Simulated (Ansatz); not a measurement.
Program: Ansatz. Geometries: PBE0-D4/def2-TZVP. ΔE: electronic, gas phase. CBS: MP2 limit from def2 TZ/QZ plus the TZ coupled-cluster correction, frozen cores. This one scheme is used for every species. Functionals use def2-TZVPP. B3LYP here is the variant with VWN-RPA as its local correlation; programs differ in this. For Ge, Se outer-core shells are correlated without core-valence functions, which leaves a few kJ/mol of doubt a bond. Scalar relativity is left out up to krypton. One conformer a species, not always the lowest.

Reaction (formal exchange of groups at the Se–Ge bond): `C[O][Ge]([F])([F])[SeH]` + `FC(F)F` → `FC(F)(F)[SeH]` + `C[O][GeH]([F])[F]`

| level | ΔE (kJ/mol) | difference from CCSD(T)/CBS |
| --- | --- | --- |
| PBE-D4 | 115.5 | -7.0 |
| r2SCAN-D4 | 117.7 | -4.8 |
| PBE0-D4 | 122.5 | 0.0 |
| B3LYP-D4 | 120.8 | -1.7 |
| ωB97X-V | 116.3 | -6.2 |
| ωB97M-V | 116.4 | -6.1 |
| B2PLYP | 122.2 | -0.3 |
| PBE | 113.9 | -8.6 |
| r2SCAN | 117.1 | -5.4 |
| PBE0 | 120.9 | -1.6 |
| B3LYP | 118.4 | -4.1 |
| HF/def2-TZVPP | 133.0 | 10.5 |
| MP2/def2-TZVPP | 128.4 | 5.9 |
| SCS-MP2/def2-TZVPP | 125.3 | 2.8 |
| CCSD/def2-TZVPP | 125.4 | 2.9 |
| CCSD(T)/def2-TZVPP | 123.9 | 1.4 |
| HF/def2-QZVPP | 131.9 | 9.4 |
| MP2/def2-QZVPP | 127.2 | 4.7 |
| SCS-MP2/def2-QZVPP | 124.1 | 1.6 |
| HF/CBS(def2) | 131.7 | 9.2 |
| MP2/CBS(def2) | 127.0 | 4.5 |
| CCSD/CBS(def2) | 124.0 | 1.5 |
| CCSD(T)/CBS | 122.5 | 0 |

Largest T1 diagnostic among the species: 0.012.

From PBE to PBE0 (25 % exact exchange), in def2-TZVPP and without D4, ΔE moves by +7.0 kJ/mol. In def2-TZVPP, CCSD(T) changes the Hartree–Fock value by −9.1 kJ/mol (the triples alone add −1.6 kJ/mol) and MP2 by −4.6 kJ/mol.

CCSD(T)/CBS has its own doubt, a few kJ/mol and more with outer-core shells, so smaller differences from it don't rank the levels.
